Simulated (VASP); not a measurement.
Wanted: the native input for a VASP 6.6.1 run.

```
Task                   : vibrations by finite differences
Functional             : PBEsol
Dispersion             : D3(BJ)
Potentials or basis    : VASP PAW PBE potentials, release 64 (P)
Cutoff                 : 520 eV
k mesh                 : 6 × 6 × 6
Occupations            : gaussian, width 0.02 eV
Spin                   : no spin polarisation
Further INCAR settings : ALGO = Fast; EDIFF = 1e-08; NBANDS = 12; IBRION = 6; POTIM = 0.015; NSW = 1
```

The structure of P lies in POSCAR:

```
P                                       
1.0
    1.6674816840      0.9627210019      2.8447160025
   -1.6674816840      0.9627210019      2.8447160025
   -0.0000000000     -1.9254419934      2.8447160023
  P             
     2
Direct
     0.2352756674432726    0.2352756674432726    0.2352756674434149
     0.7647243325567274    0.7647243325567274    0.7647243325565851
```

This isn't the form of P at room conditions, which is orthorhombic.

The input as run:

INCAR

```
SYSTEM = P
PREC     = Accurate       ! precision mode
ENCUT    = 520            ! plane-wave cutoff, eV
EDIFF    = 1E-8           ! SCF threshold, eV
ISMEAR   = 0              ! smearing method
SIGMA    = 0.02           ! smearing width, eV
LREAL    = .FALSE.        ! projectors in reciprocal space
LASPH    = .TRUE.         ! aspherical terms in the spheres
NELM     = 60             ! most SCF steps
ALGO     = Fast           ! electronic algorithm
ISIF     = 2              ! what is computed and relaxed
LWAVE    = .FALSE.        ! write WAVECAR
LCHARG   = .FALSE.        ! write CHGCAR
GGA      = PS             ! functional
IVDW     = 12             ! dispersion correction
NBANDS   = 12             ! bands
IBRION   = 6              ! ionic algorithm
NFREE    = 2            
POTIM    = 0.015          ! step
NSW      = 1              ! ionic steps
```

KPOINTS

```
Automatic mesh
0
G
  6 6 6
  0 0 0
```

Potentials or basis: VASP PAW PBE potentials, release 64 (P).

Command:

```console
$ cat potpaw_PBE.64/P/POTCAR > POTCAR
$ mpirun -np 1 vasp_std > vasp.out
```

Results of the run:

```yaml
Highest_phonon_frequency_at_Γ: 408 cm⁻¹
Dispersion_energy_per_atom: -0.414 eV
```

Caveat: the k mesh is coarse (spacing up to 0.38 Å⁻¹), so the values aren't converged.

Run time: 92 s on 1 thread of AMD EPYC 7R13 Processor (Zen 3) (shared host), peak memory 0.16 GiB.
